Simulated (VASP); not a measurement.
CeO:

```
Ce O
1.0
     2.88810    0.00000    0.00000
     0.00000    2.88810    0.00000
     0.00000    0.00000    2.88810
Ce O
1 1
Cartesian
  0.0000 0.0000 0.0000
  1.4440 1.4440 1.4440
```

The cell comes from a database or a generator and needn't be the stable form of this composition.

Base run:

| Quantity | Value |
| --- | --- |
| Program | VASP 6.6.1 |
| Functional | LDA |
| Potentials or basis | VASP PAW LDA potentials, release 64 (Ce, O) |
| Cutoff | 520 eV |
| k mesh | 7 × 7 × 7 |
| Occupations | gaussian, width 0.05 eV |
| Spin | collinear spin, zero start |
| Starting moments | [0.0, 0.0] μB |
| Hubbard terms | Ce f U = 2 eV |

Its results: band gap on the k mesh none (metal or under the smearing width); pressure 30.4 GPa; net moment 0.00 μB per cell.

Question: The run is repeated on the same cell with these changes: hubbard terms from Ce f U = 2 eV to Ce f U = 3 eV; further incar settings from ALGO = Normal; EDIFF = 1e-07 to ALGO = Fast; EDIFF = 1e-06. What comes out?

Answer: Band gap on the k mesh none (metal or under the smearing width); pressure 32.9 GPa; net moment 0.00 μB per cell.

Caveats: the magnetic or orbital state may not be the lowest; a pressure of tens of GPa on the cell as given is suspect, and the run, the potentials or the cell itself is likely at fault; spin-orbit coupling is left out, which moves the levels of the heavy elements.
